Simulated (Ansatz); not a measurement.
Runs of Ansatz 0.2.0 on TiAl. The structure is cubic, space group Pm-3m (No. 221). Conventional cell: a = 3.179 Å, b = 3.179 Å, c = 3.179 Å, α = 90.00°, β = 90.00°, γ = 90.00°. Ti (site symmetry m-3m) has 8 Al at 2.75 Å as nearest neighbours. Al (site symmetry m-3m) is surrounded by 8 Ti at 2.75 Å. The cell comes from a database or a generator and needn't be the stable form of this composition.

```tsv
task	level	cell	points for each segment of the path	gap on the mesh (eV)	pressure (GPa)	relaxed volume (Å³/atom)
relaxation of cell and atoms	BLYP+D4	relaxed	-	none	0.0	(b)
band structure	LDA	as given	14	none	-5.8	-
band structure	PBEsol	as given	14	none	-2.4	-
relaxation of cell and atoms	BLYP+D3(BJ)	relaxed	-	none	0.0	(a)
relaxation of cell and atoms	LDA	relaxed	-	none	0.0	15.26
```

Alike in all rows: potentials or basis Ansatz PAW; no spin polarisation; k mesh 8 × 8 × 8; cutoff (eV) 420; smearing fermi-dirac 0.05 eV.

Question: Fill in the values left out.

Answer: (a) 14.90; (b) 15.80.

Caveats: the PAW data sets come from PBE, with cores solved anew for the run's functional, which leaves a small shift of forces and pressure; the plane-wave basis is chosen anew once the cell has moved, so the energies of steps on either side of that aren't comparable (some runs); pairwise dispersion overbinds metals, which lowers pressure and volume (some runs).

A gap of «none» marks a metal or a gap under the smearing width.

Runs at the PBE level aren't shown here.
